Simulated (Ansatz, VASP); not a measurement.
## One calculation of HfN, two programs

```
Hf N
1.0
     0.00000    2.55301    2.35663
     2.55301    0.00000    2.35663
     2.55301    2.55301    0.00000
Hf N
1 1
Cartesian
  0.0000 0.0000 0.0000
  3.8295 3.8295 3.5349
```

Change from the starting cell: strain +0.040 along x and y, -0.040 along z, atoms carried along.

Alike in both runs: task single point; functional PBEsol; k mesh 16 × 16 × 16; occupations gaussian, width 0.15 eV; no spin polarisation.

|  | VASP | Ansatz |
| --- | --- | --- |
| version | VASP 6.6.1 | Ansatz 0.2.0 |
| potentials or method | VASP PAW PBE potentials, release 64 (Hf_pv, N) | scalar-relativistic, plane waves, PAW |
| plane-wave cutoff (eV) | 520 | 420 |
| valence electrons in the cell | 15 | 31 |

```tsv
	VASP	Ansatz	Ansatz less VASP
gap on the k mesh at the Fermi level (eV)	none	none	-
pressure (GPa)	-12.6	-11.7	+0.97
largest component of the traceless stress (GPa)	7.08	7.06	-0.024
```

A gap of «none» marks a metal or a gap that the smearing closes. The two sets of potentials don't hold the same shells in valence.

Caveats: the PAW data sets were made with another functional, which shifts forces and pressure a little (VASP). The runs have no spin-orbit coupling, so splittings on Hf are missing.
